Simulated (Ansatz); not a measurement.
Effect of biaxial strain +2.43 %, plane normal [001], relaxed out of plane on CaF2

The reference is CaF$_{2}$ in the fluorite structure (space group Fm-3m, No. 225; a = 5.4205 Å). Axes: x, y, z lie along the cube axes.

It is then changed as follows: tensile biaxial strain of 2.43 % in the plane normal to [001], as in epitaxy on a mismatched substrate; the out-of-plane cell vector and the atoms relax.

The values are results of PBEsol (Ansatz, a quantum-chemistry and plane-wave program, PAW, no SOC), not measurements. Settings: 9×9×9 k-points, 0.05 eV Fermi–Dirac smearing.

The volume per atom increases by 0.48 Å³ to 13.75 Å³ and the space group changes from Fm-3m (No. 225) to I4/mmm (No. 139). The shortest interatomic distance grows by 0.054 bohr to 4.489 bohr and the energy rises by 8.8 meV/atom. The pressure (mean of the normal stresses, compression positive) goes from zero to -2.81 GPa and the band gap falls by 0.373 eV to 6.87 eV (an upper bound: an edge found on the path is not a true extremum; the base alone). The out-of-plane strain comes out as -1.26 % and the ratio −ε⊥/ε∥ is 0.52.

Final structure (turned so that z lies along the plane normal):

```xyz
3
Lattice="3.9260 0.0000 0.0000 0.0000 3.9260 0.0000 1.9630 -1.9630 2.6761" Properties=species:S:1:pos:R:3 pbc="T T T"
Ca     0.0000     0.0000     0.0000
F      1.9630     0.0000     1.3380
F      3.9260     1.9630     1.3380
```

Semilocal Kohn–Sham gaps tend to fall short of experiment. Whether these cells are dynamically stable was not tested. The base started in Pca2_1 and relaxed to Fm-3m at this level.
